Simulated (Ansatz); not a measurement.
Frozen-phonon scan for InN (zinc blende)

Relaxed InN (zinc blende):

```xyz
4
Lattice="0.0000 4.9999 4.9999 2.5000 2.5000 4.9999 2.5000 2.5000 0.0000" Properties=species:S:1:pos:R:3 pbc="T T T"
N      3.7499     3.7499     3.7499
N      3.7499     6.2499     6.2499
In     0.0000     0.0000     0.0000
In     2.5000     4.9999     2.5000
```

The atoms are displaced by Q × the pattern below (from a DFPT mode at X = (0.5, 0.5, 0.0), largest move 1; Q in Å), at fixed cell. (q is in reciprocal vectors of the primitive cell; the cell shown is doubled to hold the pattern.)

```
atom      x      y       z
----  -----  -----  ------
N1    0.000  0.000   1.000
N2    0.000  0.000  -1.000
```

Atoms not listed stay in place.

The numbers are results of r2SCAN (plane waves to 500 eV, PAW, scalar-relativistic; Ansatz, a quantum-chemistry and plane-wave program), not measurements. k mesh 11×11×11 (Γ-centred), Fermi-Dirac smearing 0.05 eV. Energies are smeared free energies. Compression counts positive. With partly filled bands, energies and forces of such displacements shift with the k mesh and the smearing. At this level the bands of InN touch or barely overlap; measurements give the solid a gap. InN was relaxed with its symmetry unable to fall. The PAW data are Ansatz's earlier set. ΔE is measured from the undisplaced structure.

| Q (Å) | ΔE (meV/cell) | P (GPa) | −dE/dQ from forces (eV/Å) |
|---|---|---|---|
| -0.100 | 170 | 0.9 | 3.392 |
| -0.083 | 118 | 0.6 | 2.832 |
| -0.067 | 76 | 0.4 | 2.269 |
| -0.050 | 43 | 0.2 | 1.704 |
| -0.033 | 19 | 0.1 | 1.137 |
| -0.017 | 5 | 0.0 | 0.569 |
| 0.000 | 0 | 0.0 | 0.000 |
| 0.017 | 5 | 0.0 | -0.569 |
| 0.033 | 19 | 0.1 | -1.137 |
| 0.050 | 43 | 0.2 | -1.704 |
| 0.067 | 76 | 0.4 | -2.269 |
| 0.083 | 118 | 0.6 | -2.832 |
| 0.100 | 170 | 0.9 | -3.392 |

Summary:

Energy at Q = 0.100 Å: 170 meV/cell
Space group of the distorted cell: P-4m2 (No. 115), lowered from F-43m
Symmetry of the curve: even: the same for both signs
Shape of the curve: a single well with its minimum at or next to zero displacement
Harmonic wavenumber from the curvature (finite differences): 576 cm⁻¹
Wavenumber by perturbation theory (DFPT, on another k mesh): 576 cm⁻¹

(A displaced cell: forces are minus the slopes of the energy, force constants its curvatures, and phonons follow from these.)
